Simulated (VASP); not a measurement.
# TiSi2 (Zhiqinite) (Fddd) in VASP: a series of runs

The runs below take TiSi2 (Zhiqinite) through relaxation of cell and atoms, with LDA.

Everything below comes from runs of VASP 6.6.1. Logs are shortened: lines on timing, memory, paths and dates and some standing lists are left out, and cuts for length are marked.

**1. The structure**

Symmetry: Fddd, No. 70, orthorhombic system. Conventional cell: a = 4.773 Å, b = 8.236 Å, c = 8.523 Å, α = 90.00°, β = 90.00°, γ = 90.00°. Around Ti (site symmetry 222) lie 10 Si at 2.54 to 2.75 Å. Around Si (site symmetry 2) lie 5 Ti at 2.54 to 2.75 Å and 5 Si at 2.54 to 2.75 Å.

**2. Relaxation of cell and atoms, LDA**

File INCAR:

```
SYSTEM = TiSi2
ALGO = Normal
EDIFF = 1E-6
EDIFFG = -0.01
ENCUT = 600
GGA = CA
IBRION = 2
ISIF = 3
ISMEAR = 1
KPAR = 2
LASPH = .True.
LCHARG = .False.
LREAL = .False.
LWAVE = .False.
NELM = 80
NSW = 90
PREC = Accurate
SIGMA = 0.1
```

File KPOINTS:

```
k-points
0
Gamma
  10 10 10
  0 0 0
```

File POSCAR:

```
TiSi2
1.0
    0.0000000000      4.1180000000      4.2615000000
    2.3865000000      0.0000000000      4.2615000000
    2.3865000000      4.1180000000      0.0000000000
Ti Si
2 4
Direct
    0.7500000000      0.7500000000      0.7500000000
    0.5000000000      0.5000000000      0.5000000000
    0.0830000000      0.4170000000      0.0830000000
    0.4170000000      0.0830000000      0.4170000000
    0.1670000000      0.8330000000      0.1670000000
    0.8330000000      0.1670000000      0.8330000000
```

Potentials or basis: VASP PAW LDA potentials, release 64 (Ti_sv, Si).

On the command line:

```bash
$ cat potpaw_LDA.64/Ti_sv/POTCAR potpaw_LDA.64/Si/POTCAR > POTCAR
$ mpirun -np 2 vasp_std > vasp.out
```

OUTCAR:

```text
SYSTEM = TiSi2
   EDIFF = 1E-6
   EDIFFG = -0.01
   ENCUT = 600
   GGA = CA
   IBRION = 2
   ISIF = 3
   ISMEAR = 1
   LASPH = .True.
   LREAL = .False.
   NELM = 80
   NSW = 90
   PREC = Accurate

 ion  position               nearest neighbor table
   1  0.750  0.750  0.750-   6 2.54   5 2.54   6 2.54   5 2.54   3 2.74   4 2.74   4 2.75   4 2.75
                             3 2.75   3 2.75
   2  0.500  0.500  0.500-   3 2.54   4 2.54   3 2.54   4 2.54   5 2.74   6 2.74   5 2.75   5 2.75
                             6 2.75   6 2.75
   3  0.083  0.417  0.083-   2 2.54   2 2.54   5 2.54   5 2.54   1 2.74   4 2.75   4 2.75   4 2.75
                             1 2.75   1 2.75
   4  0.417  0.083  0.417-   2 2.54   2 2.54   6 2.54   6 2.54   1 2.74   3 2.75   3 2.75   3 2.75
                             1 2.75   1 2.75
   5  0.167  0.833  0.167-   1 2.54   1 2.54   3 2.54   3 2.54   2 2.74   6 2.75   6 2.75   6 2.75
                             2 2.75   2 2.75
   6  0.833  0.167  0.833-   1 2.54   1 2.54   4 2.54   4 2.54   2 2.74   5 2.75   5 2.75   5 2.75
                             2 2.75   2 2.75

  LATTYP: Found a face centered orthorhombic cell.
 ALAT       =     4.7730000000
 B/A-ratio  =     1.7255394930
 C/A-ratio  =     1.7856693903

  Lattice vectors:

 A1 = (   0.0000000000,   4.1180000000,   4.2615000000)
 A2 = (   2.3865000000,   0.0000000000,   4.2615000000)
 A3 = (   2.3865000000,   4.1180000000,   0.0000000000)

Analysis of symmetry for initial positions (statically):
=====================================================================
 Subroutine PRICEL returns:
 Original cell was already a primitive cell.

 Routine SETGRP: Setting up the symmetry group for a
 face centered orthorhombic supercell.

 Subroutine GETGRP returns: Found  8 space group operations
 (whereof  4 operations were pure point group operations)
 out of a pool of  8 trial point group operations.

The static configuration has the point symmetry D_2 .
 The point group associated with its full space group is D_2h.

Analysis of symmetry for dynamics (positions and initial velocities):
=====================================================================
 Subroutine PRICEL returns:
 Original cell was already a primitive cell.

 Routine SETGRP: Setting up the symmetry group for a
 face centered orthorhombic supercell.

 Subroutine GETGRP returns: Found  8 space group operations
 (whereof  4 operations were pure point group operations)
 out of a pool of  8 trial point group operations.

The dynamic configuration has the point symmetry D_2 .
 The point group associated with its full space group is D_2h.

 Subroutine INISYM returns: Found  8 space group operations
 (whereof  4 operations are pure point group operations),
 and found     1 'primitive' translations

----------------------------------------------------------------------------------------

                                     Primitive cell

  volume of cell :      83.7607

  direct lattice vectors                    reciprocal lattice vectors
     0.000000000  4.118000000  4.261500000    -0.209511837  0.121418164  0.117329579
     2.386500000  0.000000000  4.261500000     0.209511837 -0.121418164  0.117329579
     2.386500000  4.118000000  0.000000000     0.209511837  0.121418164 -0.117329579

  length of vectors
     5.926070051  4.884236327  4.759548954     0.269079562  0.269079562  0.269079562

  position of ions in fractional coordinates (direct lattice)
     0.750000000  0.750000000  0.750000000
     0.500000000  0.500000000  0.500000000
     0.083000000  0.417000000  0.083000000
     0.417000000  0.083000000  0.417000000
     0.167000000  0.833000000  0.167000000
     0.833000000  0.167000000  0.833000000

  ion indices of the primitive-cell ions
   primitive index   ion index
                 1           1
                 2           2
                 3           3
                 4           4
                 5           5
                 6           6

----------------------------------------------------------------------------------------

 KPOINTS: k-points

Automatic generation of k-mesh.
 Grid dimensions read from file:
 generate k-points for:   10   10   10

 Generating k-lattice:

  Cartesian coordinates                     Fractional coordinates (reciprocal lattice)
    -0.020951184  0.012141816  0.011732958     0.100000000  0.000000000  0.000000000
     0.020951184 -0.012141816  0.011732958     0.000000000  0.100000000  0.000000000
     0.020951184  0.012141816 -0.011732958     0.000000000  0.000000000  0.100000000

  Length of vectors
     0.026907956  0.026907956  0.026907956

  Shift w.r.t. Gamma in fractional coordinates (k-lattice)
     0.000000000  0.000000000  0.000000000

 Subroutine IBZKPT returns following result:
 ===========================================

 Found    171 irreducible k-points:

 Following reciprocal coordinates:
            Coordinates               Weight
  0.000000  0.000000  0.000000      1.000000
  0.100000  0.000000  0.000000      8.000000
  0.200000  0.000000  0.000000      8.000000
  0.300000  0.000000  0.000000      8.000000
  0.400000  0.000000  0.000000      8.000000
  0.500000  0.000000  0.000000      4.000000
[... 16 lines left out ...]
  0.300000  0.300000  0.000000      2.000000
  0.400000  0.300000  0.000000      8.000000
 [... further k-points ...]
   k-points           NKPTS =    171   k-points in BZ     NKDIM =    171   number of bands    NBANDS=     24
   number of dos      NEDOS =    301   number of ions     NIONS =      6
   total plane-waves  NPLWV =  76800
   dimension x,y,z NGX =    48 NGY =   40 NGZ =   40
   dimension x,y,z NGXF=    96 NGYF=   80 NGZF=   80
   ions per type =               2   4
   NGX,Y,Z   is equivalent  to a cutoff of  13.47, 13.61, 13.97 a.u.
   NGXF,Y,Z  is equivalent  to a cutoff of  26.93, 27.23, 27.94 a.u.
 SYSTEM =  TiSi2
   PREC   = accura    normal or accurate (medium, high low for compatibility)
   ISTART =      0    job   : 0-new  1-cont  2-samecut
   ICHARG =      2    charge: 1-file 2-atom 10-const
   ISPIN  =      1    spin polarized calculation?
   LNONCOLLINEAR =      F non collinear calculations
   LSORBIT =      F    spin-orbit coupling
   LASPH  =      T    aspherical Exc in radial PAW
   ENCUT  =  600.0 eV  44.10 Ry    6.64 a.u.  11.84  9.76  9.51*2*pi/ulx,y,z
   NELM   =     80;   NELMIN=  2; NELMDL= -5     # of ELM steps
   EDIFF  = 0.1E-05   stopping-criterion for ELM
   LREAL  =      F    real-space projection
   EDIFFG = -.1E-01   stopping-criterion for IOM
   NSW    =     90    number of steps for IOM
   IBRION =      2    ionic relax: 0-MD 1-quasi-New 2-CG
   NFREE  =      1    steps in history (QN), initial steepest desc. (CG)
   ISIF   =      3    stress and relaxation
   ISYM   =      2    0-nonsym 1-usesym 2-fastsym
   POTIM  = 0.5000    time-step for ionic-motion
   TEBEG  =    0.0;   TEEND  =   0.0 temperature during run
   PSTRESS=    0.0 pullay stress
   NELECT =      40.0000    total number of electrons
   NUPDOWN=      -1.0000    fix difference up-down
   EMIN   =  10.00;   EMAX   =-10.00  energy-range for DOS
   EFERMI =   0.00;   METHOD = LEGACY
   ISMEAR =     1;   SIGMA  =   0.10  broadening in eV -4-tet -1-fermi 0-gaus
   EFERMI_NEDOS =   21; number of points for ismear=-14 and -15
   IALGO  =     38    algorithm
   IMIX   =      4    mixing-type and parameters
     AMIX     =   0.40;   BMIX     =  1.00
     AMIX_MAG =   1.60;   BMIX_MAG =  1.00
  volume/ion in A,a.u.               =      13.96        94.21
  Fermi-wavevector in a.u.,A,eV,Ry     =   1.279621  2.418133 22.278591  1.637430
  Thomas-Fermi vector in A             =   2.412096
   LORBIT       =      0    0 simple, 1 ext, 2 COOP (PROOUT), +10 PAW based schemes
   GGA     = CA    functional components
   LHFCALC =     F    Hartree Fock is set to
   AEXX    =    0.0000 exact exchange contribution
   IVDW    =     0    specifies the selected vdW correction
   LEPSILON=     F    determine dielectric tensor
   LRPA    =     F    only Hartree local field effects (RPA)
 conjugate gradient relaxation of ions
 non-spin polarized calculation
 Methfessel and Paxton  Order N= 1 SIGMA  =   0.10
  energy-cutoff  :      600.00
  volume of cell :       83.76
 maximum number of plane-waves:      2842
   NGX = 23   NGY = 19   NGZ = 19

--------------------------------------- Ionic step        1  -------------------------------------------

 number of electron      40.0000000 magnetization

 Free energy of the ion-electron system (eV)
  ---------------------------------------------------
  ext. energy  EPLUGINS =         0.00000000
  ---------------------------------------------------
  free energy    TOTEN  =       -44.90182003 eV

  energy without entropy =      -44.90258645  energy(sigma->0) =      -44.90207550

------------------------ aborting loop because EDIFF is reached ----------------------------------------

  FORCE on cell =-STRESS in cart. coord.  units (eV):
  Direction    XX          YY          ZZ          XY          YZ          ZX
  --------------------------------------------------------------------------------------
  -------------------------------------------------------------------------------------
  Total       -2.0643122     -2.4147213     -2.9356225      0.0000000      0.0000000      0.0000000
  in kB      -39.4862317    -46.1888687    -56.1526836      0.0000000      0.0000000      0.0000000
  external PRESSURE =     -47.2759280 kB  Pullay stress =       0.0000000 kB
[... 265 lines left out ...]
  energy  without entropy=      -44.9487994889  energy(sigma->0) =      -44.94856792

--------------------------------------- Ionic step        8  -------------------------------------------

 number of electron      40.0000000 magnetization

 Free energy of the ion-electron system (eV)
  ---------------------------------------------------
  ext. energy  EPLUGINS =         0.00000000
  ---------------------------------------------------
  free energy    TOTEN  =       -44.94847258 eV

  energy without entropy =      -44.94885710  energy(sigma->0) =      -44.94860075

 E-fermi :  10.4609     XC(G=0): -12.0379

 val. band max:       10.4587185253   @ k =  -0.4000   0.3000   0.3000
 cond. band min:      10.4633446166   @ k =   0.0000   0.2000   0.2000
 fundamental gap:      0.0046260913
 Fermi energy:        10.4609133298

 k-point     1 :       0.0000    0.0000    0.0000
  band No.  band energies     occupation
      1     -44.9746      2.00000
      2     -44.9389      2.00000
      3     -21.7761      2.00000
      4     -21.7498      2.00000
      5     -21.6692      2.00000
      6     -21.6520      2.00000
[... 637 lines left out ...]
     23      13.2208      0.00000
     24      13.5951      0.00000

 [... further k-points ...]

------------------------ aborting loop because EDIFF is reached ----------------------------------------

  FORCE on cell =-STRESS in cart. coord.  units (eV):
  Direction    XX          YY          ZZ          XY          YZ          ZX
  --------------------------------------------------------------------------------------
  -------------------------------------------------------------------------------------
  Total       -0.0283759     -0.0563643     -0.0585349      0.0000000      0.0000000      0.0000000
  in kB       -0.5600793     -1.1125126     -1.1553560      0.0000000      0.0000000      0.0000000
  external PRESSURE =      -0.9426493 kB  Pullay stress =       0.0000000 kB
[... 21 lines left out ...]
  FREE ENERGIE OF THE ION-ELECTRON SYSTEM (eV)
  ---------------------------------------------------
  free  energy   TOTEN  =       -44.9484725827 eV

  energy  without entropy=      -44.9488570955  energy(sigma->0) =      -44.94860075

 reached required accuracy - stopping structural energy minimisation
```

It took 18 min on 2 MPI ranks of Intel Xeon Platinum 8259CL at 2.50GHz (Skylake/Cascade Lake), shared host; peak memory 0.49 GiB.

Results:

- Free energy: -44.9485 eV
- Relaxed volume: 13.53 Å³/atom
- Relaxed cell: a = 5.860 Å, b = 4.837 Å, c = 4.704 Å, α = 75.77°, β = 53.14°, γ = 51.09°
- Space group after relaxing (to 0.05 Å): Fddd (No. 70)
- Energy gained by relaxing: 7.8 meV/atom
- Ionic steps: 8
- Pressure after relaxing: -0.1 GPa
- Band gap on the k mesh: none (metal or under the smearing width)

Step by step:
| step | energy change (eV) | largest force (eV/Å) | pressure (GPa) | volume (Å³) |
| --- | --- | --- | --- | --- |
| 1 | 0.0000 | 0.1382 | -4.73 | 83.76 |
| 2 | -0.0056 | 0.0951 | 5.02 | 78.86 |
| 3 | -0.0414 | 0.1187 | 0.03 | 81.17 |
| 4 | -0.0444 | 0.0876 | 0.04 | 81.07 |
| 5 | -0.0446 | 0.0766 | 0.08 | 81.03 |
| 6 | -0.0463 | 0.0291 | 0.09 | 81.06 |
| 7 | -0.0466 | 0.0025 | 0.09 | 81.07 |
| 8 | -0.0467 | 0.0012 | -0.09 | 81.17 |

Final structure:
```cif
data_structure
_symmetry_space_group_name_H-M 'P 1'
_symmetry_Int_Tables_number 1
_cell_length_a 5.8600
_cell_length_b 4.8372
_cell_length_c 4.7045
_cell_angle_alpha 75.767
_cell_angle_beta 53.141
_cell_angle_gamma 51.093
_cell_volume 81.17
loop_
_atom_site_label
_atom_site_type_symbol
_atom_site_fract_x
_atom_site_fract_y
_atom_site_fract_z
_atom_site_occupancy
Ti1 Ti 0.75000 0.75000 0.75000 1
Ti2 Ti 0.50000 0.50000 0.50000 1
Si1 Si 0.08561 0.41439 0.08561 1
Si2 Si 0.41439 0.08561 0.41439 1
Si3 Si 0.16439 0.83561 0.16439 1
Si4 Si 0.83561 0.16439 0.83561 1
```

**3. Relaxation of cell and atoms, LDA**

This run uses another cell than the first one, of 13.53 Å³/atom, 0.969 times its volume.

INCAR: that of step 2 with these lines changed.

```diff
@@ -2,4 +2,4 @@
 ALGO = Normal
-EDIFF = 1E-6
-EDIFFG = -0.01
+EDIFF = 1E-7
+EDIFFG = -0.005
 ENCUT = 600
```

KPOINTS is that of step 2.

File POSCAR:

```
TiSi2                                   
1.0
    0.0000000000      4.0665631691      4.2193680427
    2.3654025196      0.0000000000      4.2193680427
    2.3654025196      4.0665631691      0.0000000000
  Ti              Si            
     2     4
Direct
     0.7500000000000000    0.7500000000000000    0.7500000000000000
     0.5000000000000000    0.5000000000000000    0.5000000000000000
     0.0856116905306293    0.4143883094693708    0.0856116905306293
     0.4143883094693708    0.0856116905306293    0.4143883094693708
     0.1643883094693707    0.8356116905306292    0.1643883094693707
     0.8356116905306292    0.1643883094693707    0.8356116905306292
```

Potentials or basis: VASP PAW LDA potentials, release 64 (Ti_sv, Si).

On the command line:

```bash
$ cat potpaw_LDA.64/Ti_sv/POTCAR potpaw_LDA.64/Si/POTCAR > POTCAR
$ mpirun -np 2 vasp_std > vasp.out
```

Run time: 8.4 min. Hardware: 2 MPI ranks of Intel Xeon Platinum 8259CL at 2.50GHz (Skylake/Cascade Lake), shared host; peak memory 0.48 GiB.

It converged, with:

```
Free energy                            : -44.9479 eV
Relaxed volume                         : 13.52 Å³/atom
Relaxed cell                           : a = 5.859 Å, b = 4.836 Å, c = 4.703 Å, α = 75.76°, β = 53.14°, γ = 51.09°
Space group after relaxing (to 0.05 Å) : Fddd (No. 70)
Energy gained by relaxing              : 0.0 meV/atom
Ionic steps                            : 3
Pressure after relaxing                : 0.0 GPa
Band gap on the k mesh                 : none (metal or under the smearing width)
```

Final structure:
```cif
data_structure
_symmetry_space_group_name_H-M 'P 1'
_symmetry_Int_Tables_number 1
_cell_length_a 5.8586
_cell_length_b 4.8361
_cell_length_c 4.7035
_cell_angle_alpha 75.764
_cell_angle_beta 53.142
_cell_angle_gamma 51.094
_cell_volume 81.12
loop_
_atom_site_label
_atom_site_type_symbol
_atom_site_fract_x
_atom_site_fract_y
_atom_site_fract_z
_atom_site_occupancy
Ti1 Ti 0.75000 0.75000 0.75000 1
Ti2 Ti 0.50000 0.50000 0.50000 1
Si1 Si 0.08562 0.41438 0.08561 1
Si2 Si 0.41439 0.08561 0.41439 1
Si3 Si 0.16439 0.83561 0.16439 1
Si4 Si 0.83561 0.16439 0.83561 1
```

Levels at points of the mesh, in eV from the Fermi level:
| k point | band 18 | band 19 | band 20 | band 21 | band 22 | band 23 |
| --- | --- | --- | --- | --- | --- | --- |
| (0.00, 0.00, 0.00) | -1.95 | -1.70 | -1.35 | -0.95 | 2.12 | 3.26 |
| (0.50, 0.00, 0.00) | -1.09 | -0.03 | 0.15 | 1.08 | 1.44 | 1.80 |
| (0.50, 0.50, 0.00) | -1.52 | -1.00 | -1.00 | 0.80 | 0.80 | 3.37 |
| (0.50, 0.00, 0.50) | -2.32 | -0.87 | -0.87 | 1.33 | 1.33 | 3.45 |
| (0.00, 0.50, 0.50) | -1.18 | -0.64 | -0.64 | 0.91 | 0.91 | 2.40 |
